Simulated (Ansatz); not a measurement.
The cell comes from COD entry 1537360, which wasn't checked; take it as a given geometry. It differs from other determinations.

TaS$_{2}$: DFT, PBE, PAW with Ansatz's default frozen-core files, scalar-relativistic (Ansatz 0.2.0).

```yaml
crystal:
  lattice:
    - [3.3500021206, 0.0, 0.0]
    - [-1.6750010603, 2.9011869392, 0.0]
    - [0.0, 0.0, 5.86]
  atoms:
    - { symbol: Ta, position: [0.0, 0.0, 0.0] }
    - { symbol: S, position: [0.3333333333, 0.6666666667, 0.25] }
    - { symbol: S, position: [0.6666666667, 0.3333333333, 0.75] }
kpoints:
  mp_grid: { grid: [8, 8, 4] }
  band_path:
    path:
      - [0.0, 0.0, 0.0]
      - [0.5, 0.0, 0.0]
      - [0.3333333333, 0.3333333333, 0.0]
      - [0.0, 0.0, 0.0]
      - [0.0, 0.0, 0.5]
      - [0.5, 0.0, 0.5]
      - [0.3333333333, 0.3333333333, 0.5]
      - [0.0, 0.0, 0.5]
      - [0.5, 0.0, 0.5]
    npoints: 8
scf:
  occupations: { method: fermi_dirac, width: 0.02 }
hamiltonian:
  xc: pbe
  pseudopotentials: { kind: paw }
output:
  forces: true
  stress: true
  eigenvalues: true
  efg: { contact_densities: true }
  populations: true
  bader: true
  dos: { projected: true, de: 0.2, e_range: [-14, 8] }
```

Output:

```
Ta: output.efg is read without spin–orbit coupling, which moves field gradients at and beside such atoms by some per cent and up to a factor of two; PAW files take it under magnetization.noncollinear and magnetization.spin_orbit
Engine: ansatz 0.2.0
Pseudopotentials: kind: paw
Pseudopotential: Ta, paw, valence charge 13, recommended cutoff 420 eV (normal)
Pseudopotential: S, paw, valence charge 6, recommended cutoff 420 eV (normal)
Functional definition: PBE
  parameter kappa = 0.804
  parameter beta = 0.06672455060314922
  exchange = pbe_x(kappa = kappa, mu = beta*pi^2/3)
  correlation = pbe_c(beta = beta)
Crystal: 3 atoms, lattice volume = 56.953 Å³
Basis set: ecut = 420 eV, 1135 PW (Γ), exchange–correlation on 48×48×80 points (8 copies of the dense FFT grid, shifted against one another)
Bands: 17, of which v1, the nominal top of the filled ones, is band 13 counted from 1 (12 counted from 0)
Symmetry: 12 space group operations
Space group: P-3m1 (ITA 164), of the structure as read, at distance tolerance 3.8e-5 Å
k-points: 35 of 256
Non-local potential: Ta, projectors of the file, l = 0: 3, l = 1: 2, l = 2: 2, l = 3: 1
Non-local potential: S, projectors of the file, l = 0: 2, l = 1: 2, l = 2: 2
PAW form: soft (Blöchl's): semilocal exchange-correlation on the pseudo side does not see the compensation charge
PAW one-centre angular grid: Ta, 590 points (default); XC on 64 Gauss nodes
PAW one-centre angular grid: S, 110 points (default); XC on 64 Gauss nodes
Initial density: superposition of atomic densities (neutral atoms: chi_scale 0, normalization atom), corrected by the library's trained network
Initial wavefunctions: pseudopotential atomic-orbital guess
Functional: x = pbe(κ = 0.804, μ = 0.2195149727645171), c = pbe(β = 0.06672455060314922)
SCF iter   1: F=—  HF=-11739.343574 eV  |F-HF|=—  |Δ(HF+E_count)|=         —  Δρ=1.72e-3  dr2=1.45e-3  ethr=1.77e-3  ⟨swp⟩=6.1  Hψ=3502  notcnv=0
preconditioner: auto → LDOS  [metal: Δε(μ)=0.030 eV  Ē_g=8.999 eV  σ=0.020 eV  W_gap=0.33  n_scr=10 (ndim 8)  ℏωp=20.3 eV  f_vac=0.012  D(μ)=4.29/eV (n_scr^D=36)  β→1.0]
SCF iter   2: F=—  HF=-11739.342802 eV  |F-HF|=—  |Δ(HF+E_count)|=   7.72e-4  Δρ=1.03e-3  dr2=1.23e-3  ethr=5.82e-6  ⟨swp⟩=2.2  Hψ=1416  notcnv=0  defer=5
SCF iter   3: F=—  HF=-11739.342507 eV  |F-HF|=—  |Δ(HF+E_count)|=   2.94e-4  Δρ=2.72e-4  dr2=7.43e-5  ethr=4.94e-6  ⟨swp⟩=2.0  Hψ=816  notcnv=0  defer=5
SCF iter   4: F=—  HF=-11739.342557 eV  |F-HF|=—  |Δ(HF+E_count)|=   4.94e-5  Δρ=1.11e-4  dr2=9.64e-6  ethr=2.97e-7  ⟨swp⟩=2.2  Hψ=821  notcnv=0  defer=5
SCF iter   5: F=—  HF=-11739.342556 eV  |F-HF|=—  |Δ(HF+E_count)|=   3.88e-7  Δρ=3.93e-5  dr2=2.00e-6  ethr=3.86e-8  ⟨swp⟩=1.0  Hψ=591  notcnv=0  defer=5
SCF iter   6: F=-11739.342556 eV  HF=-11739.342556 eV  |F-HF|=5.08e-8  |Δ(HF+E_count)|=   2.58e-7  Δρ=8.50e-6  dr2=8.35e-8  ethr=4.00e-10  ⟨swp⟩=4.3  Hψ=2616  notcnv=0
SCF 1 converged in 6 iterations: F = -11739.342556 eV  dr2 = 8.35e-8
  greatest PAW one-centre occupation: 0.999 electrons in one spin orbital (limit 2), on the Ta atom at site 0 (counted from 0), in its partial waves of l = 0
NSCF: frozen V_eff on 65 k-points
SCF converged after 6 iterations
Free energy (F): -11739.342556 eV
Harris-Foulkes:  -11739.342556 eV  (|F-HF|=5.08e-8)
Internal energy: -11739.337147 eV  (E = F + TS)
E sigma→0 (E₀):  -11739.339852 eV
Entropy (-TS):   -0.005409 eV (-1.803 meV/atom)
Fermi energy:    10.730935 eV
--- Per-component energies (eV) ---
  E_band       = -185.613958
  E_kinetic    = 583.962236
  E_local      = -1416.749805  (includes V_loc(G=0)·N_el)
  E_nonlocal   = 71.671184
  E_hartree    = 540.158545
  E_xc         = -414.565222
  E_vxc        = -381.414530  (∫ρ·V_xc dr)
  E_paw        = -9597.604639  (= ΣΔE_a)
  E_vpaw       = -123.388787  (= ΣTr[D̂ρ^β])
  E_aug_tail   = 0.000137  (compensation charges beyond the density's cutoff)
  E_ewald      = -1506.209582
  E_smearing   = -0.005409  (= −TS)
  E_closure    = 0.000000  (closes the sum)
  Σ components = -11739.342556   (vs F -11739.342556, Δ=0.00e0)
--- Forces (eV/Å), atoms counted from 1 ---
  atom   1  Ta    -0.00000000     0.00000000     0.00000000
  atom   2  S      0.00000000     0.00000000     1.21633180
  atom   3  S     -0.00000000    -0.00000000    -1.21633180
  max |Σ_I F_I| component: 2.22e-16 eV/Å
--- Stress (GPa, compression-positive) ---
        7.599378       0.000000      -0.000000
        0.000000       7.599378      -0.000000
       -0.000000      -0.000000      12.029451
  P = ⅓ Tr σ = 9.0761 GPa (90.761 kbar)
--- PAW observables at the nuclei: V_zz in 10²¹ V/m², potentials from the cell's mean, atoms counted from 1 ---
  atom   1  Ta V_zz =   -17.005427   η = 0.0000   by run symmetry: allowed
            electrostatic potential = -14488.450176 V   contact ρ = 8154474.080625 e/Å³
  atom   2  S  V_zz =    -1.496899   η = 0.0000   by run symmetry: allowed
            electrostatic potential = -1637.874672 V   contact ρ = 19769.035279 e/Å³
  atom   3  S  V_zz =    -1.496899   η = 0.0000   by run symmetry: allowed
            electrostatic potential = -1637.874672 V   contact ρ = 19769.035279 e/Å³
--- Band table (eV; the first three rows and the last of 35) ---
  k-point 0: bands = ["-58.0137", "-24.5243", "-24.4896", "-24.4896", "-4.4699", "-2.3908", "3.7083", "6.4212", "6.4212", "9.3438", "9.8876", "9.8876", "10.7268", "10.7268", "10.9778", "14.7822", "14.7822"]
  k-point 1: bands = ["-58.0137", "-24.5243", "-24.4896", "-24.4896", "-4.3535", "-2.6257", "4.2216", "6.4354", "6.4354", "8.2013", "9.8179", "9.8179", "10.7125", "10.7125", "11.6154", "14.9839", "14.9839"]
  k-point 2: bands = ["-58.0137", "-24.5244", "-24.4896", "-24.4896", "-4.2048", "-2.8835", "4.9558", "6.4498", "6.4498", "7.1248", "9.7507", "9.7507", "10.6977", "10.6977", "11.9403", "15.1997", "15.1997"]
  k-point 34: bands = ["-57.9991", "-24.7373", "-24.6553", "-24.4577", "-2.4750", "-2.1647", "4.5344", "5.1643", "5.8583", "6.7039", "7.0109", "7.5610", "11.2728", "12.5442", "12.5900", "15.0528", "16.4754"]
--- Löwdin populations: 3 sites ---
  site symbol       q [e]
     0     Ta     12.4363
     1      S      6.1834
     2      S      6.1834
  spilling = 0.007878 (of n_electrons = 25.000000)
--- Bader charges: 3 sites ---
  site symbol  charge [e]  shift [e]
     0     Ta      1.8602     0.0054
     1      S     -0.9301     0.0027
     2      S     -0.9301     0.0027
  estimated error of the sums over rays = 4.8e-4 e
```

populations.tsv:

```
# site	symbol	l	j	q
# orbitals = lowdin
# n_electrons = 25.000000
# spilling = 0.007878
0	Ta	0_5S	-	1.970049
0	Ta	0_6S	-	0.599146
0	Ta	1_5P	-	5.995694
0	Ta	2_5D	-	3.871455
1	S	0_3S	-	1.745989
1	S	1_3P	-	4.437362
2	S	0_3S	-	1.745989
2	S	1_3P	-	4.437362
```

bader_charges.tsv:

```
# site	symbol	x_ang	y_ang	z_ang	partial_charge_e	electrons	volume_ang3	relative_density_drop	shared_charge_e	partial_wave_shift_e
# quadrature_error_electrons = 4.8e-4
0	Ta	0.0000	0.0000	0.0000	1.86019	71.13981	12.06	-	1.86019	0.00536
1	S	0.0000	1.9341	1.4650	-0.93010	16.93010	22.45	-	-0.93010	0.00268
2	S	1.6750	0.9671	4.3950	-0.93009	16.93009	22.45	-	-0.93009	0.00268
```

Spin polarisation is left out, and whether a magnetic state lies lower isn't shown here.
